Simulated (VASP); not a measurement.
AgBr: band structure with PBEsol

AgBr:

```
Ag Br
1.0
     0.00000    2.85491    2.85491
     2.85491    0.00000    2.85491
     2.85491    2.85491    0.00000
Ag Br
1 1
Direct
  0.00000 0.00000 0.00000
  0.50000 0.50000 0.50000
```

The cell is a database's computed one.

- Program: VASP 6.6.1
- Task: band structure
- Functional: PBEsol
- Potentials or basis: VASP PAW PBE potentials, release 64 (Ag, Br)
- Cutoff: 520 eV
- k mesh: 3 × 3 × 3
- Occupations: gaussian, width 0.02 eV
- Spin: no spin polarisation
- Further INCAR settings: ALGO = Normal; EDIFF = 1e-07; NBANDS = 16

```
Band gap along the path : 0.48 eV, indirect (least direct gap 2.46 eV)
```

Levels at the corners of the path, in eV from the valence-band top:
| point | band 6 | band 7 | band 8 | band 9 | band 10 | band 11 | band 12 | band 13 |
| --- | --- | --- | --- | --- | --- | --- | --- | --- |
| Γ | -2.94 | -1.98 | -1.98 | -1.98 | 0.48 | 9.79 | 9.79 | 9.79 |
| X | -2.77 | -2.51 | -2.51 | -2.39 | 1.40 | 6.85 | 8.98 | 10.97 |
| X | -2.77 | -2.51 | -2.51 | -2.39 | 1.40 | 6.85 | 8.98 | 10.97 |
| W | -2.49 | -2.40 | -2.40 | -1.64 | 3.71 | 6.97 | 7.52 | 7.52 |
| W | -2.49 | -2.40 | -2.40 | -1.64 | 3.71 | 6.97 | 7.52 | 7.52 |
| K | -2.56 | -2.33 | -2.13 | -1.27 | 2.81 | 6.67 | 8.11 | 9.08 |
| K | -2.56 | -2.33 | -2.13 | -1.27 | 2.81 | 6.67 | 8.11 | 9.08 |
| Γ | -2.94 | -1.98 | -1.98 | -1.98 | 0.48 | 9.79 | 9.79 | 9.79 |
| Γ | -2.94 | -1.98 | -1.98 | -1.98 | 0.48 | 9.79 | 9.79 | 9.79 |
| L | -2.62 | -2.26 | 0.00 | 0.00 | 3.48 | 6.58 | 6.58 | 6.60 |
| L | -2.62 | -2.26 | 0.00 | 0.00 | 3.48 | 6.58 | 6.58 | 6.60 |
| U | -2.56 | -2.33 | -2.13 | -1.27 | 2.81 | 6.67 | 8.11 | 9.08 |
| U | -2.56 | -2.33 | -2.13 | -1.27 | 2.81 | 6.67 | 8.11 | 9.08 |
| W | -2.49 | -2.40 | -2.40 | -1.64 | 3.71 | 6.97 | 7.52 | 7.52 |
| W | -2.49 | -2.40 | -2.40 | -1.64 | 3.71 | 6.97 | 7.52 | 7.52 |
| L | -2.62 | -2.26 | 0.00 | 0.00 | 3.48 | 6.58 | 6.58 | 6.60 |
| L | -2.62 | -2.26 | 0.00 | 0.00 | 3.48 | 6.58 | 6.58 | 6.60 |
| K | -2.56 | -2.33 | -2.13 | -1.27 | 2.81 | 6.67 | 8.11 | 9.08 |
| U | -2.56 | -2.33 | -2.13 | -1.27 | 2.81 | 6.67 | 8.11 | 9.08 |
| X | -2.77 | -2.51 | -2.51 | -2.39 | 1.40 | 6.85 | 8.98 | 10.97 |

Wall time 99 s on 1 thread of AMD EPYC 7571, on a shared host, peak memory 0.21 GiB.

Caveat: the k mesh is coarse (spacing up to 0.64 Å⁻¹), so the values aren't converged; the log is that of the step along the path at fixed density, whose energy, stress, charges and moments have no meaning.
